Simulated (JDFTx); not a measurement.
## InP: single point with PBEsol

**The experiment to reproduce.**

A printed reference work, data compilation reports, for a bulk crystal of InP at 1.6 K: band gap 1.4236 eV (direct).

Crystal: InP.

```xyz
2
Lattice="0.0000 2.9305 2.9305 2.9305 0.0000 2.9305 2.9305 2.9305 0.0000" Properties=species:S:1:pos:R:3 pbc="T T T"
In    0.0000    0.0000    0.0000
P     4.3957    4.3957    4.3957
```

```json
{
 "Program": "JDFTx 1.7.0 (patched build)",
 "Task": "single point",
 "Functional": "PBEsol",
 "Potentials or basis": "PseudoDojo-SR-PBEsol-0.4.1-standard with smoothed tails",
 "Cutoff": "952 eV",
 "Density cutoff": "7619 eV",
 "k mesh": "8 × 8 × 8",
 "Occupations": "fermi-dirac, width 0.05 eV",
 "Spin": "no spin polarisation",
 "Local potential set to -Z/r beyond": "6 bohr",
 "Bands": "15",
 "Density cutoff over wavefunction cutoff": "8",
 "Max SCF steps": "100",
 "SCF threshold on the energy": "1e-09 Ha",
 "Solver of the electrons": "scf",
 "Further solve for the empty bands": "yes"
}
```

```yaml
Pressure: 0.7 GPa
Band_gap_on_the_k_mesh: 0.61 eV, direct
Loewdin_charges: In +0.28; P -0.25 e
```

Levels at points of the mesh, in eV from the valence-band top:
| k point | band 7 | band 8 | band 9 | band 10 | band 11 |
| --- | --- | --- | --- | --- | --- |
| (0.00, 0.00, 0.00) | 0.00 | 0.00 | 0.00 | 0.61 | 4.02 |
| (0.00, 0.00, 0.50) | -5.80 | -0.98 | -0.98 | 1.40 | 4.73 |
| (0.00, 0.50, 0.50) | -5.81 | -2.35 | -2.35 | 1.63 | 2.16 |

It took 2.4 min on 1 thread of Arm Neoverse V1, with other jobs on the host, peak memory 0.13 GiB.

Against the measured gap of InP, 1.4236 eV (direct; 1.6 K; a printed reference work, data compilation), the calculated 0.61 eV is off by -0.81 eV. Spin-orbit coupling on In is left out. The value is that of PBEsol, without temperature or zero-point motion. Semilocal functionals fall short of measured gaps as a rule.

Caveat: the empty levels aren't tightly converged; spin-orbit coupling is left out, which moves the levels of the heavy elements.
